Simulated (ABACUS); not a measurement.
Crystal: Te.

```
CELL_PARAMETERS angstrom
3.82029 -2.14820 0.00000
3.82029 2.14820 0.00000
-0.09429 0.00000 5.97609
ATOMIC_POSITIONS crystal
Te 0.00000 0.00000 0.00000
Te 0.30945 0.30945 0.33881
Te 0.69055 0.69055 0.66119
```

This isn't the form of Te at room conditions, which is trigonal, of chains.

| Property | Result |
| --- | --- |
| Program | ABACUS 3.10.1 |
| Task | single point |
| Functional | PBE |
| Potentials or basis | PseudoDojo NC SR 0.4.1 PBE standard |
| Cutoff | 1129 eV |
| Density cutoff | 4517 eV |
| Basis | plane waves |
| k mesh | 7 × 7 × 5 |
| Occupations | fermi-dirac, width 0.05 eV |
| Spin | no spin polarisation |

On this cell: pressure 0.7 GPa; largest force 0.128 eV/Å; band gap on the k mesh not listed.

The same run follows on a disturbed copy (atoms moved at random, drawn with an rms of 0.05 Å):

```
Te
1.0
     3.82029   -2.14820    0.00000
     3.82029    2.14820    0.00000
    -0.09429    0.00000    5.97609
Te
3
Cartesian
  0.0034 0.0061 0.0313
  2.3199 -0.0141 2.0220
  5.1969 -0.0342 3.9592
```

Problem. What changes?

Solution. The energy moves by -0.2 meV/atom; pressure 0.7 GPa; largest force 0.141 eV/Å; band gap on the k mesh none (metal or under the smearing width).

Forces on the atoms (eV/Å):
```
Te   0.039 -0.026 -0.034
Te   0.094  0.042 -0.011
Te  -0.133 -0.016  0.045
```

Stress tensor (GPa, compression positive):
```
 0.66 -0.02  0.06
-0.02  0.82  0.03
 0.06  0.03  0.58
```
